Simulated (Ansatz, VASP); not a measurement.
Ge in VASP and in Ansatz

```
Ge
1.0
     3.65782    0.00000    0.00000
    -1.82891    3.16776    0.00000
     0.00000    0.00000    2.16409
Ge
3
Direct
  0.00000 0.00000 0.00000
  0.33333 0.66667 0.50000
  0.66667 0.33333 0.50000
```

Change from the starting cell: volume scaled by 0.43, PAW files.

Alike in both runs: task single point; functional PBE; k mesh 8 × 8 × 10; occupations fermi-dirac, width 0.08 eV; no spin polarisation.

|  | VASP | Ansatz |
| --- | --- | --- |
| version | VASP 6.6.1 | Ansatz 0.2.0 |
| potentials or method | VASP PAW PBE potentials, release 64 (Ge_d) | PAW with Ansatz's default frozen-core files, scalar-relativistic |
| plane-wave cutoff (eV) | 520 | 420 |
| valence electrons in the cell | 42 | 42 |

|  | VASP | Ansatz | Ansatz less VASP |
| --- | --- | --- | --- |
| pressure (GPa) | 368.5 | 366.2 | -2.31 |
| largest component of the traceless stress (GPa) | 0.04 | 0.23 | +0.187 |

The functional is the same, so the differences come from potentials, cutoffs and numerics.

Caveats: the cell as given lies far from equilibrium; so large a pressure means that the cell lies far from this level's equilibrium, or that cutoff or potentials fall short (VASP).
